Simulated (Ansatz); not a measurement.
Input for Ansatz (plane-wave DFT, PAW):

```yaml
crystal:
  lattice:
    - [11.1182551419, 0.0, 0.0]
    - [0.0, 3.6201598672, 0.0]
    - [0.0, 0.0, 4.6557401503]
  atoms:
    - { symbol: Ge, position: [0.1306845244, 0.25, 0.1391677538] }
    - { symbol: Ge, position: [0.3693154756, 0.75, 0.6391677538] }
    - { symbol: Ge, position: [0.6306845244, 0.25, 0.3608322462] }
    - { symbol: Ge, position: [0.8693154756, 0.75, 0.8608322462] }
    - { symbol: S, position: [0.8428086005, 0.25, 0.5135464742] }
    - { symbol: S, position: [0.6571913995, 0.75, 0.0135464742] }
    - { symbol: S, position: [0.3428086005, 0.25, 0.9864535258] }
    - { symbol: S, position: [0.1571913995, 0.75, 0.4864535258] }
basis:
  ecutwfc: 500
kpoints:
  mp_grid: { grid: [4, 8, 6] }
hamiltonian:
  xc: r2scan
scf:
  occupations: { method: gaussian, width: 0.02 }
output:
  forces: true
  stress: true
  eigenvalues: true
relax:
  adjacent_minimum: "off"
  f_tol: 0.01
  max_steps: 30
  cell: { stress_tol: 0.1, fix: [volume] }
```

Command:
```bash
ansatz run input.yaml --threads 2 --pin off --max-ram 5120MiB --backend cpu --events-out ev --progress --plain --runs-dir out
```

The calculation used Ansatz, DFT r2SCAN, scalar-relativistic, plane waves, PAW.

Abridged output:

```
Pseudopotentials: kind: paw
Pseudopotential: Ge, paw, valence charge 14, recommended cutoff 500 eV (meta_gga)
Pseudopotential: S, paw, valence charge 6, recommended cutoff 500 eV (meta_gga)
Functional definition: r2SCAN
Crystal: 8 atoms, lattice volume = 187.393 Å³
Basis set: ecut = 500 eV, 4781 PW (Γ), exchange–correlation on 360×108×144 points (64 copies of the dense FFT grid, shifted against one another)
Bands: 48, of which v1, the nominal top of the filled ones, is band 40 counted from 1 (39 counted from 0)
Symmetry: 8 space group operations
Space group: Pnma (ITA 62), of the structure as read, at distance tolerance 5.7e-5 Å
k-points: 60 of 192
Initial density: superposition of atomic densities (neutral atoms: chi_scale 0, normalization atom), corrected by the library's trained network
Initial wavefunctions: pseudopotential atomic-orbital guess
Functional: x = r2scan, c = r2scan; τ floored in thin density (d = 2e-4 eV/Å³)
SCF iter   1: F=—  HF=-20836.875256 eV  |F-HF|=—  |Δ(HF+E_count)|=         —  Δρ=6.87e-3  dr2=9.02e-2  dr2_τ=2.25e-2  ethr=1.77e-3  ⟨swp⟩=6.5  Hψ=11215  notcnv=0
SCF iter   2: F=—  HF=-20836.897572 eV  |F-HF|=—  |Δ(HF+E_count)|=   2.23e-2  Δρ=2.84e-3  dr2=1.46e-2  dr2_τ=7.29e-4  ethr=1.13e-4  ⟨swp⟩=2.3  Hψ=6121  notcnv=0  defer=179
SCF iter   3: F=—  HF=-20836.896539 eV  |F-HF|=—  |Δ(HF+E_count)|=   1.03e-3  Δρ=1.52e-3  dr2=3.66e-3  dr2_τ=4.23e-5  ethr=1.83e-5  ⟨swp⟩=3.0  Hψ=5398  notcnv=0  defer=179
SCF iter   4: F=—  HF=-20836.896720 eV  |F-HF|=—  |Δ(HF+E_count)|=   1.81e-4  Δρ=2.63e-4  dr2=1.06e-4  dr2_τ=8.34e-6  ethr=4.58e-6  ⟨swp⟩=3.0  Hψ=5400  notcnv=0  defer=179
SCF iter   5: F=—  HF=-20836.896762 eV  |F-HF|=—  |Δ(HF+E_count)|=   4.14e-5  Δρ=8.84e-5  dr2=1.53e-5  dr2_τ=4.28e-7  ethr=1.33e-7  ⟨swp⟩=2.3  Hψ=5073  notcnv=0  defer=179
SCF iter   6: F=—  HF=-20836.896886 eV  |F-HF|=—  |Δ(HF+E_count)|=   1.24e-4  Δρ=1.84e-5  dr2=6.82e-7  dr2_τ=2.83e-8  ethr=1.91e-8  ⟨swp⟩=2.0  Hψ=3662  notcnv=0  defer=179
SCF iter   7: F=-20836.896887 eV  HF=-20836.896887 eV  |F-HF|=1.31e-8  |Δ(HF+E_count)|=   6.30e-7  Δρ=3.24e-6  dr2=1.70e-8  dr2_τ=4.12e-10  ethr=1.25e-10  ⟨swp⟩=9.8  Hψ=12739  notcnv=0
SCF 1 converged in 7 iterations: F = -20836.896887 eV  dr2 = 1.70e-8
relax step   1: F+E_penalty+E_count = -20836.89688660 eV  Δ(F+E_penalty+E_count) = +0.000e0 eV  max|allowed force component| = 1.695e-1 eV/Å  Δτ_max = 0.0000 Å  P = -2.018 GPa  Ω = 187.393 Å³  fix = [volume]  reactions: volume -2.018 GPa (7 SCF iters, dr2 threshold 1.00e-7 eV, accepted)
Basis set: ecut = 500 eV, 4801 PW (Γ), exchange–correlation on 360×108×144 points (64 copies of the dense FFT grid, shifted against one another)
Initial density: handed on by an earlier stage of this run
Initial wavefunctions: those handed on with the density
SCF iter   1: F=—  HF=-20836.858791 eV  |F-HF|=—  |Δ(HF+E_count)|=         —  Δρ=3.09e-3  dr2=1.19e-2  dr2_τ=4.10e-2  ethr=1.51e-5  ⟨swp⟩=2.6  Hψ=13801  notcnv=0
SCF iter   2: F=—  HF=-20836.913268 eV  |F-HF|=—  |Δ(HF+E_count)|=   5.45e-2  Δρ=1.86e-3  dr2=3.36e-3  dr2_τ=9.99e-5  ethr=1.48e-5  ⟨swp⟩=3.8  Hψ=6159  notcnv=0
SCF iter   3: F=—  HF=-20836.913944 eV  |F-HF|=—  |Δ(HF+E_count)|=   6.76e-4  Δρ=7.06e-4  dr2=6.29e-4  dr2_τ=1.38e-5  ethr=4.20e-6  ⟨swp⟩=2.4  Hψ=4132  notcnv=0
SCF iter   4: F=—  HF=-20836.914289 eV  |F-HF|=—  |Δ(HF+E_count)|=   3.45e-4  Δρ=1.24e-4  dr2=1.85e-5  dr2_τ=5.87e-7  ethr=7.86e-7  ⟨swp⟩=2.0  Hψ=5268  notcnv=0
SCF iter   5: F=—  HF=-20836.914287 eV  |F-HF|=—  |Δ(HF+E_count)|=   2.28e-6  Δρ=5.19e-5  dr2=4.32e-6  dr2_τ=8.20e-8  ethr=2.31e-8  ⟨swp⟩=2.0  Hψ=5280  notcnv=0
SCF iter   6: F=-20836.914290 eV  HF=-20836.914290 eV  |F-HF|=5.70e-8  |Δ(HF+E_count)|=   2.84e-6  Δρ=1.69e-5  dr2=6.31e-7  dr2_τ=5.10e-8  ethr=1.00e-9  ⟨swp⟩=4.1  Hψ=13050  notcnv=0
SCF 2 converged in 6 iterations: F = -20836.914290 eV  dr2 = 6.31e-7
relax step   2: F+E_penalty+E_count = -20836.91428995 eV  Δ(F+E_penalty+E_count) = -1.740e-2 eV  max|allowed force component| = 2.371e-2 eV/Å  Δτ_max = 0.0445 Å  P = -1.114 GPa  Ω = 187.393 Å³  energy of the carried Pulay correction = -6.260e-18 eV  fix = [volume]  reactions: volume -1.114 GPa (6 SCF iters, dr2 threshold 8.00e-7 eV, accepted)
Basis set: ecut = 500 eV, 4813 PW (Γ), exchange–correlation on 360×108×144 points (64 copies of the dense FFT grid, shifted against one another)
SCF iter   1: F=—  HF=-20836.860393 eV  |F-HF|=—  |Δ(HF+E_count)|=         —  Δρ=3.61e-3  dr2=1.45e-2  dr2_τ=5.93e-2  ethr=1.80e-5  ⟨swp⟩=2.6  Hψ=13761  notcnv=0
SCF iter   2: F=—  HF=-20836.915757 eV  |F-HF|=—  |Δ(HF+E_count)|=   5.54e-2  Δρ=1.99e-3  dr2=3.67e-3  dr2_τ=8.36e-5  ethr=1.80e-5  ⟨swp⟩=3.7  Hψ=6077  notcnv=0
SCF iter   3: F=—  HF=-20836.916818 eV  |F-HF|=—  |Δ(HF+E_count)|=   1.06e-3  Δρ=6.04e-4  dr2=4.20e-4  dr2_τ=1.69e-5  ethr=4.59e-6  ⟨swp⟩=2.3  Hψ=4186  notcnv=0
SCF iter   4: F=—  HF=-20836.917046 eV  |F-HF|=—  |Δ(HF+E_count)|=   2.28e-4  Δρ=1.18e-4  dr2=2.39e-5  dr2_τ=1.68e-6  ethr=5.25e-7  ⟨swp⟩=2.4  Hψ=4736  notcnv=0
SCF iter   5: F=—  HF=-20836.917175 eV  |F-HF|=—  |Δ(HF+E_count)|=   1.29e-4  Δρ=5.21e-5  dr2=4.34e-6  dr2_τ=1.11e-7  ethr=2.99e-8  ⟨swp⟩=2.0  Hψ=5280  notcnv=0
SCF iter   6: F=—  HF=-20836.917177 eV  |F-HF|=—  |Δ(HF+E_count)|=   2.45e-6  Δρ=2.21e-5  dr2=8.25e-7  dr2_τ=2.87e-8  ethr=5.42e-9  ⟨swp⟩=2.0  Hψ=5280  notcnv=0
SCF iter   7: F=-20836.917178 eV  HF=-20836.917178 eV  |F-HF|=3.65e-8  |Δ(HF+E_count)|=   3.56e-7  Δρ=5.36e-6  dr2=5.78e-8  dr2_τ=1.06e-9  ethr=2.42e-10  ⟨swp⟩=5.5  Hψ=10989  notcnv=0
SCF 3 converged in 7 iterations: F = -20836.917178 eV  dr2 = 5.78e-8
relax step   3: F+E_penalty+E_count = -20836.91717784 eV  Δ(F+E_penalty+E_count) = -2.888e-3 eV  max|allowed force component| = 1.540e-2 eV/Å  Δτ_max = 0.0479 Å  P = -0.784 GPa  Ω = 187.393 Å³  energy of the carried Pulay correction = -1.878e-17 eV  fix = [volume]  reactions: volume -0.784 GPa (7 SCF iters, dr2 threshold 1.93e-7 eV, accepted)
Basis set: ecut = 500 eV, 4797 PW (Γ), exchange–correlation on 360×108×144 points (64 copies of the dense FFT grid, shifted against one another)
SCF iter   1: F=—  HF=-20836.914268 eV  |F-HF|=—  |Δ(HF+E_count)|=         —  Δρ=7.81e-4  dr2=7.22e-4  dr2_τ=2.80e-3  ethr=9.26e-7  ⟨swp⟩=3.0  Hψ=13961  notcnv=0
SCF iter   2: F=—  HF=-20836.917316 eV  |F-HF|=—  |Δ(HF+E_count)|=   3.05e-3  Δρ=4.28e-4  dr2=1.51e-4  dr2_τ=3.39e-6  ethr=9.02e-7  ⟨swp⟩=3.0  Hψ=6138  notcnv=0
SCF iter   3: F=—  HF=-20836.917365 eV  |F-HF|=—  |Δ(HF+E_count)|=   4.93e-5  Δρ=1.59e-4  dr2=2.50e-5  dr2_τ=4.92e-7  ethr=1.88e-7  ⟨swp⟩=2.0  Hψ=3893  notcnv=0
SCF iter   4: F=—  HF=-20836.917383 eV  |F-HF|=—  |Δ(HF+E_count)|=   1.78e-5  Δρ=2.21e-5  dr2=8.69e-7  dr2_τ=4.81e-8  ethr=3.13e-8  ⟨swp⟩=2.7  Hψ=4887  notcnv=0
SCF iter   5: F=—  HF=-20836.917497 eV  |F-HF|=—  |Δ(HF+E_count)|=   1.14e-4  Δρ=9.21e-6  dr2=1.32e-7  dr2_τ=3.70e-9  ethr=1.09e-9  ⟨swp⟩=2.0  Hψ=5280  notcnv=0
SCF iter   6: F=—  HF=-20836.917497 eV  |F-HF|=—  |Δ(HF+E_count)|=   6.87e-8  Δρ=3.49e-6  dr2=2.43e-8  dr2_τ=1.08e-9  ethr=1.65e-10  ⟨swp⟩=2.0  Hψ=5280  notcnv=0
SCF iter   7: F=-20836.917497 eV  HF=-20836.917497 eV  |F-HF|=1.08e-9  |Δ(HF+E_count)|=   1.12e-8  Δρ=1.03e-6  dr2=2.43e-9  dr2_τ=5.48e-11  ethr=1.85e-11  ⟨swp⟩=4.1  Hψ=9099  notcnv=0
SCF 4 converged in 7 iterations: F = -20836.917497 eV  dr2 = 2.43e-9
relax step   4: F+E_penalty+E_count = -20836.91749738 eV  Δ(F+E_penalty+E_count) = -3.195e-4 eV  max|allowed force component| = 9.847e-3 eV/Å  Δτ_max = 0.0110 Å  P = -0.811 GPa  Ω = 187.393 Å³  energy of the carried Pulay correction = -6.260e-18 eV  fix = [volume]  reactions: volume -0.811 GPa (7 SCF iters, dr2 threshold 1.48e-8 eV, accepted)
Basis set: ecut = 500 eV, 4793 PW (Γ), exchange–correlation on 360×108×144 points (64 copies of the dense FFT grid, shifted against one another)
SCF iter   1: F=—  HF=-20836.913379 eV  |F-HF|=—  |Δ(HF+E_count)|=         —  Δρ=8.33e-4  dr2=8.87e-4  dr2_τ=3.12e-3  ethr=1.17e-6  ⟨swp⟩=2.5  Hψ=13101  notcnv=0
SCF iter   2: F=—  HF=-20836.917510 eV  |F-HF|=—  |Δ(HF+E_count)|=   4.13e-3  Δρ=4.45e-4  dr2=1.52e-4  dr2_τ=3.70e-6  ethr=1.11e-6  ⟨swp⟩=2.6  Hψ=5804  notcnv=0
SCF iter   3: F=—  HF=-20836.917564 eV  |F-HF|=—  |Δ(HF+E_count)|=   5.37e-5  Δρ=1.90e-4  dr2=3.33e-5  dr2_τ=5.44e-7  ethr=1.90e-7  ⟨swp⟩=1.3  Hψ=3126  notcnv=0
SCF iter   4: F=—  HF=-20836.917590 eV  |F-HF|=—  |Δ(HF+E_count)|=   2.62e-5  Δρ=2.40e-5  dr2=1.05e-6  dr2_τ=4.55e-8  ethr=4.17e-8  ⟨swp⟩=2.0  Hψ=3840  notcnv=0
SCF iter   5: F=—  HF=-20836.917704 eV  |F-HF|=—  |Δ(HF+E_count)|=   1.14e-4  Δρ=9.27e-6  dr2=1.36e-7  dr2_τ=3.98e-9  ethr=1.31e-9  ⟨swp⟩=2.0  Hψ=5280  notcnv=0
SCF iter   6: F=—  HF=-20836.917704 eV  |F-HF|=—  |Δ(HF+E_count)|=   7.07e-8  Δρ=3.04e-6  dr2=1.69e-8  dr2_τ=9.28e-10  ethr=1.70e-10  ⟨swp⟩=2.0  Hψ=5280  notcnv=0
SCF iter   7: F=—  HF=-20836.917705 eV  |F-HF|=—  |Δ(HF+E_count)|=   1.08e-8  Δρ=9.43e-7  dr2=1.91e-9  dr2_τ=8.64e-11  ethr=2.11e-11  ⟨swp⟩=2.0  Hψ=5280  notcnv=0
SCF iter   8: F=-20836.917705 eV  HF=-20836.917705 eV  |F-HF|=7.28e-11  |Δ(HF+E_count)|=   1.53e-9  Δρ=2.31e-7  dr2=1.12e-10  dr2_τ=2.76e-12  ethr=1.00e-12  ⟨swp⟩=4.9  Hψ=9388  notcnv=0
SCF 5 converged in 8 iterations: F = -20836.917705 eV  dr2 = 1.12e-10
relax step   5: F+E_penalty+E_count = -20836.91770450 eV  Δ(F+E_penalty+E_count) = -2.071e-4 eV  max|allowed force component| = 3.051e-3 eV/Å  Δτ_max = 0.0127 Å  P = -0.813 GPa  Ω = 187.393 Å³  fix = [volume]  reactions: volume -0.813 GPa (8 SCF iters, accepted)
Initial wavefunctions: pseudopotential atomic-orbital guess (no wavefunctions were taken with the density)
SCF iter   1: F=—  HF=-20836.917564 eV  |F-HF|=—  |Δ(HF+E_count)|=         —  Δρ=4.22e-5  dr2=8.90e-8  dr2_τ=1.69e-7  ethr=1.43e-7  ⟨swp⟩=3.3  Hψ=18794  notcnv=0
SCF iter   2: F=—  HF=-20836.917713 eV  |F-HF|=—  |Δ(HF+E_count)|=   1.48e-4  Δρ=2.13e-5  dr2=2.42e-8  dr2_τ=2.30e-7  ethr=1.11e-10  ⟨swp⟩=2.5  Hψ=5236  notcnv=0
SCF iter   3: F=—  HF=-20836.917720 eV  |F-HF|=—  |Δ(HF+E_count)|=   7.04e-6  Δρ=3.73e-6  dr2=2.41e-9  dr2_τ=6.19e-9  ethr=3.02e-11  ⟨swp⟩=2.0  Hψ=5280  notcnv=0
SCF iter   4: F=—  HF=-20836.917720 eV  |F-HF|=—  |Δ(HF+E_count)|=   1.92e-7  Δρ=4.47e-7  dr2=2.64e-10  dr2_τ=1.73e-11  ethr=1.00e-12  ⟨swp⟩=3.1  Hψ=11553  notcnv=0
SCF iter   5: F=-20836.917720 eV  HF=-20836.917720 eV  |F-HF|=1.09e-11  |Δ(HF+E_count)|=  3.27e-11  Δρ=1.25e-7  dr2=2.68e-11  dr2_τ=1.05e-12  ethr=1.00e-12  ⟨swp⟩=4.1  Hψ=8986  notcnv=0
SCF 6 converged in 5 iterations: F = -20836.917720 eV  dr2 = 2.68e-11
SCF converged after 5 iterations
Free energy (F): -20836.917720 eV
Harris-Foulkes:  -20836.917720 eV  (|F-HF|=1.09e-11)
Internal energy: -20836.917720 eV  (E = F + TS)
E sigma→0 (E₀):  -20836.917720 eV
Fermi energy:    6.646021 eV
--- Per-component energies (eV) ---
  E_band       = -770.527470
  E_kinetic    = 859.396953
  E_local      = -10998.733216  (includes V_loc(G=0)·N_el)
  E_nonlocal   = 1776.736756
  E_hartree    = 4745.038106
  E_xc         = -639.436579
  E_vxc        = -644.302628  (∫ρ·V_xc dr)
  E_paw        = -10555.295138  (= ΣΔE_a)
  E_vpaw       = -1287.017984  (= ΣTr[D̂ρ^β])
  E_aug_tail   = 0.000066  (compensation charges beyond the density's cutoff)
  E_vtau       = 33.316225  (kinetic-family band-sum trace: ∫τ·v_τ [+ j·A + Jᵃ·Aᵃ] dr)
  E_ewald      = -6019.842538
  E_core_change = -4.782130  (= ΣΔE_core)
  E_smearing   =  0.000000  (= −TS)
--- Forces (eV/Å), atoms counted from 1 ---
  atom   1  Ge    -0.00109910     0.00000000     0.00242316
  atom   2  Ge     0.00109910     0.00000000     0.00242316
  atom   3  Ge    -0.00109910     0.00000000    -0.00242316
  atom   4  Ge     0.00109910     0.00000000    -0.00242316
  atom   5  S     -0.00145151     0.00000000     0.00304189
  atom   6  S      0.00145151     0.00000000     0.00304189
  atom   7  S     -0.00145151     0.00000000    -0.00304189
  atom   8  S      0.00145151     0.00000000    -0.00304189
--- Stress (GPa, compression-positive) ---
       -0.806790       0.000000       0.000000
        0.000000      -0.818045       0.000000
        0.000000       0.000000      -0.813306
  P = ⅓ Tr σ = -0.8127 GPa (-8.127 kbar)
--- Band table (eV; the first three rows and the last of 60) ---
  k-point 0: bands = ["-19.2035", "-19.2023", "-19.1944", "-19.1936", "-19.1887", "-19.1884", "-19.1860", "-19.1857", "-19.1448", "-19.1446", "-19.1376", "-19.1375", "-19.1355", "-19.1320", "-19.1310", "-19.1275", "-19.1149", "-19.1130", "-19.1101", "-19.1083", "-9.2199", "-9.0583", "-7.6076", "-7.3454", "-2.6367", "-2.3329", "0.2852", "0.5942", "0.6854", "1.4968", "1.6893", "2.3129", "2.6177", "2.7700", "3.7217", "3.8561", "4.0645", "4.9052", "5.0286", "5.9354", "7.3567", "8.3471", "8.8227", "9.0150", "9.1268", "9.2370", "10.0455", "10.3845"]
  k-point 1: bands = ["-19.2028", "-19.2017", "-19.1950", "-19.1942", "-19.1887", "-19.1883", "-19.1863", "-19.1859", "-19.1441", "-19.1439", "-19.1378", "-19.1377", "-19.1352", "-19.1323", "-19.1307", "-19.1277", "-19.1146", "-19.1128", "-19.1104", "-19.1087", "-9.1088", "-8.9510", "-7.6874", "-7.4577", "-2.7909", "-2.3415", "-0.5366", "-0.1462", "1.0372", "2.1052", "2.2708", "2.7167", "2.7201", "2.8658", "3.8161", "4.0005", "4.2167", "4.5179", "5.2064", "5.6876", "7.6151", "8.5616", "8.7395", "8.8441", "8.9404", "9.3629", "9.8328", "10.2803"]
  k-point 2: bands = ["-19.2011", "-19.2001", "-19.1966", "-19.1958", "-19.1884", "-19.1879", "-19.1870", "-19.1865", "-19.1423", "-19.1421", "-19.1387", "-19.1385", "-19.1346", "-19.1329", "-19.1301", "-19.1284", "-19.1137", "-19.1121", "-19.1113", "-19.1098", "-8.7980", "-8.6500", "-7.9479", "-7.7791", "-2.8559", "-2.2490", "-1.6646", "-1.0617", "1.5225", "2.7951", "2.9987", "3.1222", "3.1258", "3.4854", "3.6618", "3.7950", "3.9019", "5.0479", "5.2507", "5.5053", "7.9725", "8.2740", "8.3185", "8.6649", "8.9904", "9.6157", "10.1849", "10.2614"]
  k-point 59: bands = ["-19.2000", "-19.2000", "-19.2000", "-19.2000", "-19.1814", "-19.1814", "-19.1814", "-19.1814", "-19.1419", "-19.1419", "-19.1419", "-19.1419", "-19.1364", "-19.1364", "-19.1364", "-19.1364", "-19.1057", "-19.1057", "-19.1057", "-19.1057", "-7.3578", "-7.3578", "-7.3578", "-7.3578", "-2.5080", "-2.5080", "-2.5080", "-2.5080", "1.4858", "1.4858", "1.4858", "1.4858", "1.6728", "1.6728", "1.6728", "1.6728", "4.5203", "4.5203", "4.5203", "4.5203", "8.9921", "8.9921", "8.9921", "8.9921", "10.2572", "10.2572", "10.2572", "10.2572"]
--- Relaxed structure (5 steps of the walk, 5 accepted, 1 SCFs on fresh bases) ---
  F+E_penalty+E_count = -20836.91772004 eV   max|allowed force component| = 3.042e-3 eV/Å   (the final SCF, on the basis selected at the relaxed cell)
  cell:  # Å, volume = 187.3929 Å³
    - [11.20585262, 0.0, 0.0]
    - [0.0, 3.57762094, 0.0]
    - [0.0, 0.0, 4.67427099]
  atoms:
    - { symbol: Ge, position: [0.13292782, 0.25, 0.14285231] }
    - { symbol: Ge, position: [0.36707217, 0.75000000, 0.64285231] }
    - { symbol: Ge, position: [0.63292782, 0.25, 0.35714768] }
    - { symbol: Ge, position: [0.86707217, 0.75000000, 0.85714768] }
    - { symbol: S, position: [0.84073875, 0.25, 0.51430229] }
    - { symbol: S, position: [0.65926124, 0.75000000, 0.01430229] }
    - { symbol: S, position: [0.34073875, 0.25, 0.98569770] }
    - { symbol: S, position: [0.15926124, 0.75000000, 0.48569770] }
```

The relaxation met its thresholds.

Time: 3.8 min on 2 threads of Arm Neoverse V1, with other jobs on the host, peak memory 1.1 GiB.

The cell holds layers, and r2SCAN describes their binding at middle range but leaves out its long-range dispersion part.